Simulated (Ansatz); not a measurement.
**Sensitivity of the gradients in TaN to the input**

Cell: a structure deposited in the COD, atoms as given.

```yaml
crystal:
  lattice:
    - [2.93800, 0.00000, 0.00000]
    - [-1.46900, 2.54438, 0.00000]
    - [0.00000, 0.00000, 2.88300]
  atoms:
    - { symbol: Ta, position: [0.33333, 0.66667, 0.50000] }
    - { symbol: N, position: [0.00000, 0.00000, 0.00000] }
```

Sites (sets of like atoms) are named by element and the number of their first atom in this list.

Reference run. The numbers come from a DFT calculation in Ansatz (PBE, plane waves and PAW, scalar-relativistic, collinear spin, 420 eV cutoff, Γ-centred 18×18×16 k-points, Fermi–Dirac smearing 0.05 eV). Start moments as typed (μB): 2 on each Ta, none on the rest.

(1) The input is changed as follows: `scf.occupations.method`: fermi_dirac → cold; `scf.occupations.width`: 0.05 → 0.3. What happens to V_zz (10²¹ V/m²) and η?

Answers

(1) 

```csv
site,atom,V_zz reference,η reference,V_zz changed,η changed
Ta,1,5.22,0.00,5.61,0.00
N,2,0.099,0.00,0.078,0.00
```

The largest change of V_zz is on Ta, from 5.22 to 5.61. In per cent, |V_zz| changes by +8 on Ta (all sites that start above 2). SCF iterations: 10 and 13. New warnings: stability check not made. In the changed run the smearing of 0.30 eV is wide against a gap of 0.0 eV, so its values aren't converged ones.

On the reference run: At this cell the principal stresses reach 5 GPa in size with PBE, which can matter for small gradients. The run finds no gap above 0.1 eV (a metal, or nearly one), so the gradients can move by 10 % or more with the k-mesh. Without spin–orbit coupling the gradients at and beside Ta can be off by some per cent, at some sites by more. With these PAW files V_zz is typically within 2 to 3 % of all-electron values, but misses above 10 % occur on Ta. Semilocal functionals make gaps too small and can close them, so the real compound need not be a metal. The start moments die out, and the run ends without spin.
